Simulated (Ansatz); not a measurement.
# Ti: one cell under several functionals, part 1 of 2

Aim: hold the geometry of Ti and change the functional (LDA, PBEsol, PBE), with LAPW and PAW, to see how pressure and electronic structure move. Some runs scale the volume too.

Program: Ansatz 0.2.0. Level of theory: DFT, scalar-relativistic, functionals as named in each step. These are calculated values, not measurements.

**1. The system as given**

It takes space group Fm-3m (No. 225, cubic). Conventional cell: a = 4.109 Å, b = 4.109 Å, c = 4.109 Å, α = 90.00°, β = 90.00°, γ = 90.00°. Ti (site symmetry m-3m) is surrounded by 12 Ti at 2.91 Å.

Structure file:

```cif
data_structure
_symmetry_space_group_name_H-M 'Fm-3m'
_symmetry_Int_Tables_number 225
_cell_length_a 4.1091
_cell_length_b 4.1091
_cell_length_c 4.1091
_cell_angle_alpha 90.000
_cell_angle_beta 90.000
_cell_angle_gamma 90.000
_cell_volume 69.38
loop_
_atom_site_label
_atom_site_type_symbol
_atom_site_symmetry_multiplicity
_atom_site_Wyckoff_symbol
_atom_site_fract_x
_atom_site_fract_y
_atom_site_fract_z
_atom_site_occupancy
Ti1 Ti 4 a 0.00000 0.00000 0.00000 1
```

The file gives the conventional cell by its symmetry; the runs use the cell typed in the input.

**2. LDA, LAPW**

input.yaml reads:

```yaml
crystal:
  lattice:
    - [0.0, 2.0545745385, 2.0545745385]
    - [2.0545745385, 0.0, 2.0545745385]
    - [2.0545745385, 2.0545745385, 0.0]
  atoms:
    - { symbol: Ti, position: [0.0, 0.0, 0.0] }
kpoints:
  mp_grid: { grid: [14, 14, 14] }
  band_path:
    path:
      - [0.0, 0.0, 0.0]
      - [0.5, 0.0, 0.5]
      - [0.625, 0.25, 0.625]
      - [0.375, 0.375, 0.75]
      - [0.0, 0.0, 0.0]
      - [0.5, 0.5, 0.5]
      - [0.5, 0.25, 0.75]
      - [0.5, 0.0, 0.5]
    npoints: 5
scf:
  occupations: { method: fermi_dirac, width: 0.03 }
hamiltonian:
  xc: lda
  pseudopotentials: { kind: all_electron, lapw: { basis_error: 0.0005 } }
output:
  forces: true
  stress: true
  eigenvalues: true
```

Launch:

```sh
> ansatz run input.yaml --threads 1 --pin off --max-ram 2048MiB --backend cpu --events-out ev --progress --plain --runs-dir out
```

The log of the run, cut to the lines that bear on the results:

```text
LAPW: plane waves up to 7.866 Å⁻¹, error target 5.0e-4 eV per atom; small_component_spin mean_spin; Ti in spheres of 1.453 Å, 12 of its electrons in bands, Dirac shells []
[...]
Pseudopotentials: kind: all_electron
Pseudopotential: Ti, LAPW, valence charge 12, Koelling and Harmon's equation, gaussian nucleus
Functional definition: SPW92
[...]
Crystal: 1 atoms, lattice volume = 17.346 Å³
Basis set: ecut = 235.7295263199684 eV, 137 PW (Γ), exchange–correlation at level 2
Bands: 10, of which v1, the nominal top of the filled ones, is band 6 counted from 1 (5 counted from 0)
Symmetry: 48 space group operations
Space group: Fm-3m (ITA 225), of the structure as read, at distance tolerance 2.6e-5 Å
k-points: 104 of 2744
[...]
SCF iter   1: F=—  HF=-23184.137227 eV  |F-HF|=—  |Δ(HF+E_count)|=         —  Δρ=1.96e-2  dr2=4.10e-2  ethr=3.36e-4  ⟨swp⟩=2.9  Hψ=7758  notcnv=0
[...]
SCF iter   6: F=-23183.977484 eV  HF=-23183.977484 eV  |F-HF|=3.23e-9  |Δ(HF+E_count)|=   2.30e-7  Δρ=2.43e-6  dr2=6.91e-10  ethr=6.19e-10  ⟨swp⟩=2.5  Hψ=3091  notcnv=0
[...]
NSCF: frozen V_eff on 36 k-points
SCF converged after 6 iterations
Free energy (F): -23183.977484 eV
[...]
E sigma→0 (E₀):  -23183.974425 eV
Entropy (-TS):   -0.006119 eV (-6.119 meV/atom)
Fermi energy:    13.385998 eV
[...]
--- Forces (eV/Å), atoms counted from 1 ---
  atom   1  Ti    -0.00000000    -0.00000000     0.00000000
[...]
--- Stress (GPa, compression-positive) ---
       -8.469542      -0.000000       0.000000
       -0.000000      -8.469542       0.000000
        0.000000       0.000000      -8.469542
  P = ⅓ Tr σ = -8.4695 GPa (-84.695 kbar)
--- Band table (eV; the first three rows and the last of 104) ---
  k-point 0: bands = ["-42.6979", "-18.8650", "-18.8650", "-18.8650", "7.3783", "14.2408", "14.2408", "14.2408", "15.8536", "15.8536"]
[...]
```

Run time: 6.7 s. Hardware: 1 thread of Intel Xeon at 2.80GHz (Skylake/Cascade Lake), shared host; peak memory 0.31 GiB.

Result: pressure -8.47 GPa; no gap.

**3. LDA, PAW**

Changes to input.yaml since step 2:

```diff
@@ -24,3 +24,3 @@
   xc: lda
-  pseudopotentials: { kind: all_electron, lapw: { basis_error: 0.0005 } }
+  pseudopotentials: { kind: paw }
 output:
@@ -29 +29,2 @@
   eigenvalues: true
+  efg: { contact_densities: true }
```

Launch:

```sh
> ansatz run input.yaml --threads 1 --pin off --max-ram 2048MiB --backend cpu --events-out ev --progress --plain --runs-dir out
```

The log of the run, cut to the lines that bear on the results:

```text
[...]
Pseudopotentials: kind: paw
Pseudopotential: Ti, paw, valence charge 12, recommended cutoff 420 eV (normal)
[... 1 set-up line as earlier in the session ...]
[...]
Crystal: 1 atoms, lattice volume = 17.346 Å³
Basis set: ecut = 420 eV, 331 PW (Γ)
Bands: 10, of which v1, the nominal top of the filled ones, is band 6 counted from 1 (5 counted from 0)
[... 2 set-up lines as earlier in the session ...]
k-points: 104 of 2744
[...]
SCF iter   1: F=—  HF=-2450.214346 eV  |F-HF|=—  |Δ(HF+E_count)|=         —  Δρ=5.86e-3  dr2=2.24e-3  ethr=1.77e-3  ⟨swp⟩=4.5  Hψ=5545  notcnv=0
[...]
SCF iter   6: F=-2450.214059 eV  HF=-2450.214059 eV  |F-HF|=6.82e-12  |Δ(HF+E_count)|=   2.61e-9  Δρ=5.28e-7  dr2=8.40e-12  ethr=6.99e-11  ⟨swp⟩=2.0  Hψ=3173  notcnv=0
[...]
NSCF: frozen V_eff on 36 k-points
SCF converged after 6 iterations
Free energy (F): -2450.214059 eV
[...]
E sigma→0 (E₀):  -2450.210998 eV
Entropy (-TS):   -0.006122 eV (-6.122 meV/atom)
Fermi energy:    12.968393 eV
[...]
--- Forces (eV/Å), atoms counted from 1 ---
  atom   1  Ti    -0.00000000    -0.00000000    -0.00000000
[...]
--- Stress (GPa, compression-positive) ---
       -8.476952       0.000000       0.000000
       -0.000000      -8.476952      -0.000000
       -0.000000      -0.000000      -8.476952
  P = ⅓ Tr σ = -8.4770 GPa (-84.770 kbar)
--- PAW observables at the nuclei: V_zz in 10²¹ V/m², potentials from the cell's mean, atoms counted from 1 ---
  atom   1  Ti V_zz =    +0.000000   η = 0.0000   by run symmetry: forbidden
            electrostatic potential = -2531.068956 V   contact ρ = 56425.802293 e/Å³
--- Band table (eV; the first three rows and the last of 104) ---
  k-point 0: bands = ["-43.1266", "-19.2904", "-19.2904", "-19.2904", "6.9604", "13.8225", "13.8225", "13.8225", "15.4341", "15.4341"]
[...]
```

Run time: 2.6 s. Hardware: 1 thread of Intel Xeon at 2.80GHz (Skylake/Cascade Lake), shared host; peak memory 0.38 GiB.

In short: pressure -8.48 GPa; no gap.

**4. LDA, LAPW, volume × 0.96**

input.yaml reads:

```yaml
crystal:
  lattice:
    - [0.0, 2.0268066138, 2.0268066138]
    - [2.0268066138, 0.0, 2.0268066138]
    - [2.0268066138, 2.0268066138, 0.0]
  atoms:
    - { symbol: Ti, position: [0.0, 0.0, 0.0] }
kpoints:
  mp_grid: { grid: [14, 14, 14] }
scf:
  occupations: { method: fermi_dirac, width: 0.03 }
hamiltonian:
  xc: lda
  pseudopotentials: { kind: all_electron, lapw: { basis_error: 0.0005 } }
output:
  forces: true
  stress: true
  eigenvalues: true
```

Launch:

```sh
> ansatz run input.yaml --threads 1 --pin off --max-ram 2048MiB --backend cpu --events-out ev --progress --plain --runs-dir out
```

The log of the run, cut to the lines that bear on the results:

```text
LAPW: plane waves up to 7.976 Å⁻¹, error target 5.0e-4 eV per atom; small_component_spin mean_spin; Ti in spheres of 1.433 Å, 12 of its electrons in bands, Dirac shells []
[...]
[... 3 set-up lines as earlier in the session ...]
[...]
Crystal: 1 atoms, lattice volume = 16.652 Å³
Basis set: ecut = 242.3492301125131 eV, 137 PW (Γ), exchange–correlation at level 2
Bands: 10, of which v1, the nominal top of the filled ones, is band 6 counted from 1 (5 counted from 0)
[... 2 set-up lines as earlier in the session ...]
k-points: 104 of 2744
[...]
SCF iter   1: F=—  HF=-23184.158447 eV  |F-HF|=—  |Δ(HF+E_count)|=         —  Δρ=1.99e-2  dr2=4.00e-2  ethr=3.27e-4  ⟨swp⟩=2.9  Hψ=7774  notcnv=0
[...]
SCF iter   6: F=-23184.005696 eV  HF=-23184.005696 eV  |F-HF|=2.20e-9  |Δ(HF+E_count)|=   1.93e-7  Δρ=2.50e-6  dr2=7.43e-10  ethr=5.09e-10  ⟨swp⟩=2.6  Hψ=3110  notcnv=0
[...]
SCF converged after 6 iterations
Free energy (F): -23184.005696 eV
[...]
E sigma→0 (E₀):  -23184.002771 eV
Entropy (-TS):   -0.005849 eV (-5.849 meV/atom)
Fermi energy:    14.053098 eV
[...]
--- Forces (eV/Å), atoms counted from 1 ---
  atom   1  Ti     0.00000000     0.00000000     0.00000000
[...]
--- Stress (GPa, compression-positive) ---
       -4.429910      -0.000000      -0.000000
       -0.000000      -4.429910      -0.000000
       -0.000000      -0.000000      -4.429910
  P = ⅓ Tr σ = -4.4299 GPa (-44.299 kbar)
--- Band table (eV; the first three rows and the last of 104) ---
  k-point 0: bands = ["-41.9592", "-18.0755", "-18.0755", "-18.0755", "7.9651", "14.9359", "14.9359", "14.9359", "16.6446", "16.6446"]
[...]
```

It took 6 s on 1 thread of Intel Xeon at 2.80GHz (Skylake/Cascade Lake), shared host; peak memory 0.31 GiB.

In short: pressure -4.43 GPa; no gap.

**5. LDA, PAW, volume × 0.96**

Changes to input.yaml since step 4:

```diff
@@ -13,3 +13,3 @@
   xc: lda
-  pseudopotentials: { kind: all_electron, lapw: { basis_error: 0.0005 } }
+  pseudopotentials: { kind: paw }
 output:
@@ -18 +18,2 @@
   eigenvalues: true
+  efg: { contact_densities: true }
```

Launch:

```sh
> ansatz run input.yaml --threads 1 --pin off --max-ram 2048MiB --backend cpu --events-out ev --progress --plain --runs-dir out
```

The log of the run, cut to the lines that bear on the results:

```text
[...]
[... 3 set-up lines as earlier in the session ...]
[...]
Crystal: 1 atoms, lattice volume = 16.652 Å³
Basis set: ecut = 420 eV, 331 PW (Γ)
Bands: 10, of which v1, the nominal top of the filled ones, is band 6 counted from 1 (5 counted from 0)
[... 2 set-up lines as earlier in the session ...]
k-points: 104 of 2744
[...]
SCF iter   1: F=—  HF=-2450.242559 eV  |F-HF|=—  |Δ(HF+E_count)|=         —  Δρ=6.12e-3  dr2=2.19e-3  ethr=1.77e-3  ⟨swp⟩=4.5  Hψ=5489  notcnv=0
[...]
SCF iter   6: F=-2450.242310 eV  HF=-2450.242310 eV  |F-HF|=1.82e-12  |Δ(HF+E_count)|=   1.68e-9  Δρ=3.58e-7  dr2=4.64e-12  ethr=4.53e-11  ⟨swp⟩=2.0  Hψ=3136  notcnv=0
[...]
SCF converged after 6 iterations
Free energy (F): -2450.242310 eV
[...]
E sigma→0 (E₀):  -2450.239386 eV
Entropy (-TS):   -0.005849 eV (-5.849 meV/atom)
Fermi energy:    13.617187 eV
[...]
--- Forces (eV/Å), atoms counted from 1 ---
  atom   1  Ti     0.00000000    -0.00000000     0.00000000
[...]
--- Stress (GPa, compression-positive) ---
       -4.439355      -0.000000       0.000000
        0.000000      -4.439355      -0.000000
        0.000000      -0.000000      -4.439355
  P = ⅓ Tr σ = -4.4394 GPa (-44.394 kbar)
--- PAW observables at the nuclei: V_zz in 10²¹ V/m², potentials from the cell's mean, atoms counted from 1 ---
  atom   1  Ti V_zz =    +0.000000   η = 0.0000   by run symmetry: forbidden
            electrostatic potential = -2531.870606 V   contact ρ = 56426.395973 e/Å³
--- Band table (eV; the first three rows and the last of 104) ---
  k-point 0: bands = ["-42.4060", "-18.5192", "-18.5192", "-18.5192", "7.5288", "14.4993", "14.4993", "14.4993", "16.2068", "16.2068"]
[...]
```

Run time: 2.1 s. Hardware: 1 thread of Intel Xeon at 2.80GHz (Skylake/Cascade Lake), shared host; peak memory 0.38 GiB.

In short: pressure -4.44 GPa; no gap.

**6. PBEsol, LAPW**

input.yaml reads:

```yaml
crystal:
  lattice:
    - [0.0, 2.0545745385, 2.0545745385]
    - [2.0545745385, 0.0, 2.0545745385]
    - [2.0545745385, 2.0545745385, 0.0]
  atoms:
    - { symbol: Ti, position: [0.0, 0.0, 0.0] }
kpoints:
  mp_grid: { grid: [14, 14, 14] }
  band_path:
    path:
      - [0.0, 0.0, 0.0]
      - [0.5, 0.0, 0.5]
      - [0.625, 0.25, 0.625]
      - [0.375, 0.375, 0.75]
      - [0.0, 0.0, 0.0]
      - [0.5, 0.5, 0.5]
      - [0.5, 0.25, 0.75]
      - [0.5, 0.0, 0.5]
    npoints: 5
scf:
  occupations: { method: fermi_dirac, width: 0.03 }
hamiltonian:
  xc: pbesol
  pseudopotentials: { kind: all_electron, lapw: { basis_error: 0.0005 } }
output:
  forces: true
  stress: true
  eigenvalues: true
```

Launch:

```sh
> ansatz run input.yaml --threads 1 --pin off --max-ram 2048MiB --backend cpu --events-out ev --progress --plain --runs-dir out
```

The log of the run, cut to the lines that bear on the results:

```text
LAPW: plane waves up to 7.863 Å⁻¹, error target 5.0e-4 eV per atom; small_component_spin mean_spin; Ti in spheres of 1.453 Å, 12 of its electrons in bands, Dirac shells []
[...]
[... 2 set-up lines as earlier in the session ...]
Functional definition: PBEsol
[...]
Crystal: 1 atoms, lattice volume = 17.346 Å³
Basis set: ecut = 235.57132183954232 eV, 137 PW (Γ), exchange–correlation at level 2
Bands: 10, of which v1, the nominal top of the filled ones, is band 6 counted from 1 (5 counted from 0)
[... 2 set-up lines as earlier in the session ...]
k-points: 104 of 2744
[...]
SCF iter   1: F=—  HF=-23207.696591 eV  |F-HF|=—  |Δ(HF+E_count)|=         —  Δρ=2.14e-2  dr2=4.99e-2  ethr=4.09e-4  ⟨swp⟩=2.9  Hψ=7727  notcnv=0
[...]
the basis was enlarged: its passes take 194.9 KiB over the memory plan, 1 of 1 planned eigensolver slots
[...]
SCF iter   6: F=-23207.508538 eV  HF=-23207.508538 eV  |F-HF|=6.84e-10  |Δ(HF+E_count)|=   5.35e-8  Δρ=1.44e-6  dr2=3.07e-10  ethr=7.60e-10  ⟨swp⟩=2.0  Hψ=3032  notcnv=0
[...]
NSCF: frozen V_eff on 36 k-points
SCF converged after 6 iterations
Free energy (F): -23207.508538 eV
[...]
E sigma→0 (E₀):  -23207.505474 eV
Entropy (-TS):   -0.006128 eV (-6.128 meV/atom)
Fermi energy:    13.569763 eV
[...]
--- Forces (eV/Å), atoms counted from 1 ---
  atom   1  Ti     0.00000000     0.00000000     0.00000000
[...]
--- Stress (GPa, compression-positive) ---
       -4.186294      -0.000000       0.000000
       -0.000000      -4.186294      -0.000000
        0.000000      -0.000000      -4.186294
  P = ⅓ Tr σ = -4.1863 GPa (-41.863 kbar)
--- Band table (eV; the first three rows and the last of 104) ---
  k-point 0: bands = ["-42.8647", "-18.8332", "-18.8332", "-18.8332", "7.4901", "14.4522", "14.4522", "14.4522", "16.0844", "16.0844"]
[...]
```

Wall time 6.6 s (1 thread of Intel Xeon at 2.80GHz (Skylake/Cascade Lake), shared host); peak memory 0.31 GiB.

This run gives: pressure -4.19 GPa; no gap.

**7. PBEsol, PAW**

Changes to input.yaml since step 6:

```diff
@@ -24,3 +24,3 @@
   xc: pbesol
-  pseudopotentials: { kind: all_electron, lapw: { basis_error: 0.0005 } }
+  pseudopotentials: { kind: paw }
 output:
@@ -29 +29,2 @@
   eigenvalues: true
+  efg: { contact_densities: true }
```

Launch:

```sh
> ansatz run input.yaml --threads 1 --pin off --max-ram 2048MiB --backend cpu --events-out ev --progress --plain --runs-dir out
```

The log of the run, cut to the lines that bear on the results:

```text
[...]
[... 3 set-up lines as earlier in the session ...]
[...]
Crystal: 1 atoms, lattice volume = 17.346 Å³
Basis set: ecut = 420 eV, 331 PW (Γ), exchange–correlation on 40×40×40 points (8 copies of the dense FFT grid, shifted against one another)
Bands: 10, of which v1, the nominal top of the filled ones, is band 6 counted from 1 (5 counted from 0)
[... 2 set-up lines as earlier in the session ...]
k-points: 104 of 2744
[...]
SCF iter   1: F=—  HF=-2473.834833 eV  |F-HF|=—  |Δ(HF+E_count)|=         —  Δρ=6.95e-3  dr2=6.59e-3  ethr=1.77e-3  ⟨swp⟩=4.4  Hψ=5436  notcnv=0
[...]
SCF iter   6: F=-2473.832626 eV  HF=-2473.832626 eV  |F-HF|=5.46e-12  |Δ(HF+E_count)|=  5.33e-10  Δρ=3.37e-7  dr2=6.43e-12  ethr=2.98e-11  ⟨swp⟩=1.5  Hψ=3049  notcnv=0
[...]
NSCF: frozen V_eff on 36 k-points
SCF converged after 6 iterations
Free energy (F): -2473.832626 eV
[...]
E sigma→0 (E₀):  -2473.829561 eV
Entropy (-TS):   -0.006130 eV (-6.130 meV/atom)
Fermi energy:    13.155357 eV
[...]
--- Forces (eV/Å), atoms counted from 1 ---
  atom   1  Ti    -0.00000000     0.00000000    -0.00000000
[...]
--- Stress (GPa, compression-positive) ---
       -4.179043       0.000000       0.000000
        0.000000      -4.179043       0.000000
        0.000000       0.000000      -4.179043
  P = ⅓ Tr σ = -4.1790 GPa (-41.790 kbar)
--- PAW observables at the nuclei: V_zz in 10²¹ V/m², potentials from the cell's mean, atoms counted from 1 ---
  atom   1  Ti V_zz =    +0.000000   η = 0.0000   by run symmetry: forbidden
            electrostatic potential = -2531.017976 V   contact ρ = 56645.005269 e/Å³
--- Band table (eV; the first three rows and the last of 104) ---
  k-point 0: bands = ["-43.2789", "-19.2463", "-19.2463", "-19.2463", "7.0756", "14.0376", "14.0376", "14.0376", "15.6701", "15.6701"]
[...]
```

Run time: 2.7 s. Hardware: 1 thread of Intel Xeon at 2.80GHz (Skylake/Cascade Lake), shared host; peak memory 0.39 GiB.

In short: pressure -4.18 GPa; no gap.

**8. PBEsol, LAPW, volume × 1.04**

input.yaml reads:

```yaml
crystal:
  lattice:
    - [0.0, 2.0816115145, 2.0816115145]
    - [2.0816115145, 0.0, 2.0816115145]
    - [2.0816115145, 2.0816115145, 0.0]
  atoms:
    - { symbol: Ti, position: [0.0, 0.0, 0.0] }
kpoints:
  mp_grid: { grid: [14, 14, 14] }
scf:
  occupations: { method: fermi_dirac, width: 0.03 }
hamiltonian:
  xc: pbesol
  pseudopotentials: { kind: all_electron, lapw: { basis_error: 0.0005 } }
output:
  forces: true
  stress: true
  eigenvalues: true
```

Launch:

```sh
> ansatz run input.yaml --threads 1 --pin off --max-ram 2048MiB --backend cpu --events-out ev --progress --plain --runs-dir out
```

The log of the run, cut to the lines that bear on the results:

```text
LAPW: plane waves up to 7.757 Å⁻¹, error target 5.0e-4 eV per atom; small_component_spin mean_spin; Ti in spheres of 1.472 Å, 12 of its electrons in bands, Dirac shells []
[...]
[... 3 set-up lines as earlier in the session ...]
[...]
Crystal: 1 atoms, lattice volume = 18.040 Å³
Basis set: ecut = 229.25773725525556 eV, 137 PW (Γ), exchange–correlation at level 2
Bands: 10, of which v1, the nominal top of the filled ones, is band 6 counted from 1 (5 counted from 0)
[... 2 set-up lines as earlier in the session ...]
k-points: 104 of 2744
[...]
SCF iter   1: F=—  HF=-23207.677930 eV  |F-HF|=—  |Δ(HF+E_count)|=         —  Δρ=2.11e-2  dr2=5.13e-2  ethr=4.21e-4  ⟨swp⟩=2.9  Hψ=7721  notcnv=0
[...]
the basis was enlarged: its passes take 194.9 KiB over the memory plan, 1 of 1 planned eigensolver slots
[...]
SCF iter   6: F=-23207.482318 eV  HF=-23207.482318 eV  |F-HF|=9.13e-10  |Δ(HF+E_count)|=   5.66e-8  Δρ=1.86e-6  dr2=5.09e-10  ethr=1.18e-9  ⟨swp⟩=2.0  Hψ=3031  notcnv=0
[...]
SCF converged after 6 iterations
Free energy (F): -23207.482318 eV
[...]
E sigma→0 (E₀):  -23207.479085 eV
Entropy (-TS):   -0.006468 eV (-6.468 meV/atom)
Fermi energy:    12.947276 eV
[...]
--- Forces (eV/Å), atoms counted from 1 ---
  atom   1  Ti    -0.00000000    -0.00000000     0.00000000
[...]
--- Stress (GPa, compression-positive) ---
       -7.812066       0.000000       0.000000
        0.000000      -7.812066      -0.000000
        0.000000      -0.000000      -7.812066
  P = ⅓ Tr σ = -7.8121 GPa (-78.121 kbar)
--- Band table (eV; the first three rows and the last of 104) ---
  k-point 0: bands = ["-43.5630", "-19.5725", "-19.5725", "-19.5725", "6.9560", "13.8012", "13.8012", "13.8012", "15.3457", "15.3457"]
[...]
```

It took 5.8 s on 1 thread of Intel Xeon at 2.80GHz (Skylake/Cascade Lake), shared host; peak memory 0.32 GiB.

Read from it: pressure -7.81 GPa; no gap.

**9. PBEsol, PAW, volume × 1.04**

Changes to input.yaml since step 8:

```diff
@@ -13,3 +13,3 @@
   xc: pbesol
-  pseudopotentials: { kind: all_electron, lapw: { basis_error: 0.0005 } }
+  pseudopotentials: { kind: paw }
 output:
@@ -18 +18,6 @@
   eigenvalues: true
+  efg: { contact_densities: true }
+  write_density: true
+  write_potential: true
+  elf: true
+  volumetric_format: npy
```

Launch:

```sh
> ansatz run input.yaml --threads 1 --pin off --max-ram 2048MiB --backend cpu --events-out ev --progress --plain --runs-dir out
```

The log of the run, cut to the lines that bear on the results:

```text
[...]
[... 3 set-up lines as earlier in the session ...]
[...]
Crystal: 1 atoms, lattice volume = 18.040 Å³
Basis set: ecut = 420 eV, 339 PW (Γ), exchange–correlation on 40×40×40 points (8 copies of the dense FFT grid, shifted against one another)
Bands: 10, of which v1, the nominal top of the filled ones, is band 6 counted from 1 (5 counted from 0)
[... 2 set-up lines as earlier in the session ...]
k-points: 104 of 2744
[...]
SCF iter   1: F=—  HF=-2473.809099 eV  |F-HF|=—  |Δ(HF+E_count)|=         —  Δρ=7.18e-3  dr2=7.88e-3  ethr=1.77e-3  ⟨swp⟩=4.3  Hψ=5478  notcnv=0
[...]
SCF iter   6: F=-2473.806442 eV  HF=-2473.806442 eV  |F-HF|=7.73e-12  |Δ(HF+E_count)|=   1.28e-9  Δρ=3.65e-7  dr2=5.43e-12  ethr=5.63e-11  ⟨swp⟩=4.1  Hψ=4616  notcnv=0
[...]
SCF converged after 6 iterations
Free energy (F): -2473.806442 eV
[...]
E sigma→0 (E₀):  -2473.803207 eV
Entropy (-TS):   -0.006469 eV (-6.469 meV/atom)
Fermi energy:    12.549576 eV
[...]
--- Forces (eV/Å), atoms counted from 1 ---
  atom   1  Ti    -0.00000000     0.00000000    -0.00000000
[...]
--- Stress (GPa, compression-positive) ---
       -7.801468      -0.000000       0.000000
       -0.000000      -7.801468      -0.000000
        0.000000      -0.000000      -7.801468
  P = ⅓ Tr σ = -7.8015 GPa (-78.015 kbar)
--- PAW observables at the nuclei: V_zz in 10²¹ V/m², potentials from the cell's mean, atoms counted from 1 ---
  atom   1  Ti V_zz =    +0.000000   η = 0.0000   by run symmetry: forbidden
            electrostatic potential = -2530.265241 V   contact ρ = 56644.438673 e/Å³
--- Band table (eV; the first three rows and the last of 104) ---
  k-point 0: bands = ["-43.9606", "-19.9690", "-19.9690", "-19.9690", "6.5583", "13.4034", "13.4034", "13.4034", "14.9481", "14.9481"]
[...]
```

It took 2.7 s on 1 thread of Intel Xeon at 2.80GHz (Skylake/Cascade Lake), shared host; peak memory 0.37 GiB.

Result: pressure -7.80 GPa; no gap.

(Continued in part 2 of 2.)
